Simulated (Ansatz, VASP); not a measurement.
**Two plane-wave programs on P**

INCAR

```
ALGO = Normal ; DIPOL = 0.5 0.5 0.370
EDIFF = 1E-6 ; ENCUT = 520
GGA = PE ; IDIPOL = 3
ISIF = 2 ; ISMEAR = 0
IVDW = 12 ; LASPH = T
LCHARG = T ; LDIPOL = T
LELF = T ; LREAL = F
LVACPOTAV = T ; LVHAR = T
LWAVE = F ; NBANDS = 18
NELM = 60 ; PREC = Accurate
SIGMA = 0.05
```

The input KPOINTS:

```
k-points
0
Gamma
  9 9 1
```

File POSCAR:

```
P
1.0
    3.2540552129      0.0000000000      0.0000000000
   -1.6270276064      2.8180944797      0.0000000000
    0.0000000000      0.0000000000     19.9904919088
P
4
Direct
    0.3333333333      0.6666666667      0.2873989285
    0.6666666667      0.3333333333      0.2251070169
    0.6666666667      1.3333333333      0.5152695569
    1.0000000000      1.0000000000      0.4529776454
```

Input for Ansatz:

```yaml
crystal:
  lattice:
    - [3.2540552129, 0.0, 0.0]
    - [-1.6270276064, 2.8180944797, 0.0]
    - [0.0, 0.0, 19.9904919088]
  atoms:
    - { symbol: P, position: [0.3333333333, 0.6666666667, 0.2873989285] }
    - { symbol: P, position: [0.6666666667, 0.3333333333, 0.2251070169] }
    - { symbol: P, position: [0.6666666667, 1.3333333333, 0.5152695569] }
    - { symbol: P, position: [1.0, 1.0, 0.4529776454] }
basis:
  ecutwfc: 420
kpoints:
  mp_grid: { grid: [9, 9, 1] }
hamiltonian:
  xc: pbe
  dispersion: d3bj
scf:
  occupations: { method: gaussian, width: 0.05 }
output:
  forces: true
  eigenvalues: true
efield:
  axis: 3
  dipole_correction: true
  ramp_width: 0.04
```

Alike in both runs: task single point; functional PBE; dispersion D3(BJ); k mesh 9 × 9 × 1; occupations gaussian, width 0.05 eV; no spin polarisation.

|  | VASP | Ansatz |
| --- | --- | --- |
| version | VASP 6.6.1 | Ansatz 0.2.0 |
| potentials or method | VASP PAW PBE potentials, release 64 (P) | scalar-relativistic, plane waves, PAW |
| plane-wave cutoff (eV) | 520 | 420 |
| valence electrons in the cell | 20 | 20 |

Ansatz gave:

| Property | Result |
| --- | --- |
| gap on the k mesh at the Fermi level (eV) | 1.19 |
| least direct gap on the mesh (eV) | 1.77 |
| rms of the force components (eV/Å) | 0.020 |

Q: Which values does VASP return?

A: gap on the k mesh at the Fermi level (eV): 1.23; least direct gap on the mesh (eV): 1.81; rms of the force components (eV/Å): 0.072.

Atom by atom the forces differ by 0.052 eV/Å (rms over components). With one functional, cell and mesh, what is left measures potentials, basis and numerics.
